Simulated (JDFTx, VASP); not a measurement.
This is a calculation of GaP for VASP 6.6.1. 

Contents of INCAR:

```
SYSTEM = GaP
PREC     = Accurate       ! precision mode
ENCUT    = 600            ! plane-wave cutoff, eV
EDIFF    = 1E-6           ! SCF threshold, eV
ISMEAR   = -1             ! smearing method
SIGMA    = 0.05           ! smearing width, eV
LREAL    = .False.        ! projectors in reciprocal space
LASPH    = .True.         ! aspherical terms in the spheres
NELM     = 100            ! most SCF steps
ALGO     = Normal         ! electronic algorithm
ISIF     = 3              ! what is computed and relaxed
LWAVE    = .False.        ! write WAVECAR
LCHARG   = .False.        ! write CHGCAR
GGA      = PS             ! functional
IBRION   = 2              ! ionic algorithm
NSW      = 40             ! ionic steps
EDIFFG   = -0.01          ! ionic threshold
```

File KPOINTS:

```
regular mesh
0
Gamma
  6 6 6
  0 0 0
```

Contents of POSCAR:

```
GaP
1.0
    0.0000000000      2.7252500000      2.7252500000
    2.7252500000      0.0000000000      2.7252500000
    2.7252500000      2.7252500000      0.0000000000
Ga P
1 1
Direct
    0.0000000000      0.0000000000      0.0000000000
    0.7500000000      0.7500000000      0.7500000000
```

Potentials or basis: VASP PAW PBE potentials, release 64 (Ga_d, P).

Run with:

```console
$ cat potpaw_PBE.64/Ga_d/POTCAR potpaw_PBE.64/P/POTCAR > POTCAR
$ mpirun -np 1 vasp_std > vasp.out
```

Set up the same calculation for JDFTx 1.7.0 (patched build). Potentials or basis there: PseudoDojo-SR-PBEsol-0.4.1-standard, cutoff 1088 eV.

As run (cutoffs and basis follow the program's own potentials, and thresholds, step limits or extra output files can differ):

File GaP.in:

```
lattice Face-Centered Cubic 10.2999522423
coords-type Lattice
ion Ga     0.0000000000     0.0000000000     0.0000000000 1
ion P      0.7500000000     0.7500000000     0.7500000000 1

ion-species pseudo/Ga.upf
ion-species pseudo/P.upf
elec-cutoff 40 320
elec-ex-corr gga-PBEsol
kpoint-folding 6 6 6
elec-smearing Fermi 0.0018374661
elec-n-bands 15
electronic-SCF nIterations 100 energyDiffThreshold 1e-10
electronic-minimize nIterations 30 energyDiffThreshold 1e-7
forces-output-coords Cartesian
lattice-minimize nIterations 30 energyDiffThreshold 1e-7

dump-name run.$VAR
dump End Ecomponents EigStats BandEigs Kpoints Forces Stress
```

Potentials or basis: PseudoDojo-SR-PBEsol-0.4.1-standard.

Command:

```console
$ jdftx -c 1 -i GaP.in -o GaP.out
```

Both were run:

|  | VASP | JDFTx |
| --- | --- | --- |
| Relaxed volume | 20.10 Å³/atom | 20.12 Å³/atom |
| Relaxed cell | a = 3.845 Å, b = 3.845 Å, c = 3.845 Å, α = 60.00°, β = 60.00°, γ = 60.00° | a = 3.847 Å, b = 3.847 Å, c = 3.847 Å, α = 60.00°, β = 60.00°, γ = 60.00° |
| Space group after relaxing | F-43m (No. 216) | F-43m (No. 216) |
| Pressure after relaxing | 0.0 GPa | 0.0 GPa |

VASP's potentials were made for PBE.

Pressure is positive in compression.
